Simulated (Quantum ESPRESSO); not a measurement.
**AlNi3: equation of state with LDA**

The system is AlNi3.

```
Ni Al
1.0
     3.52305    0.00000    0.00000
     0.00000    3.52305    0.00000
     0.00000    0.00000    3.52305
Ni Al
3 1
Direct
  0.50000 0.50000 0.00000
  0.50000 0.00000 0.50000
  0.00000 0.50000 0.50000
  0.00000 0.00000 0.00000
```

The cell is a database's computed one.

```yaml
Program: Quantum ESPRESSO 7.5
Task: equation of state
Functional: LDA
Potentials_or_basis: GBRV 1.5 LDA
Cutoff: 612 eV
Density_cutoff: 4898 eV
k_mesh: 8 × 8 × 8
Occupations: fermi-dirac, width 0.05 eV
Spin: collinear spin, ferromagnetic start
Starting_moments: "[1.0, 1.0, 1.0, 0.0] μB"
```

The equilibrium volume is 10.56 Å³/atom and the bulk modulus is 221 GPa. The pressure derivative of the bulk modulus is 4.6.

Energy against volume, from the lowest point:
```tsv
volume (Å³/atom)	energy (meV/atom)
10.276	5.30
10.495	0.00
10.713	1.13
10.932	8.06
11.151	20.10
11.369	36.72
11.588	57.44
```

All runs of the series together: 6.2 min on 2 threads of Arm Neoverse V2, with other jobs on the host.
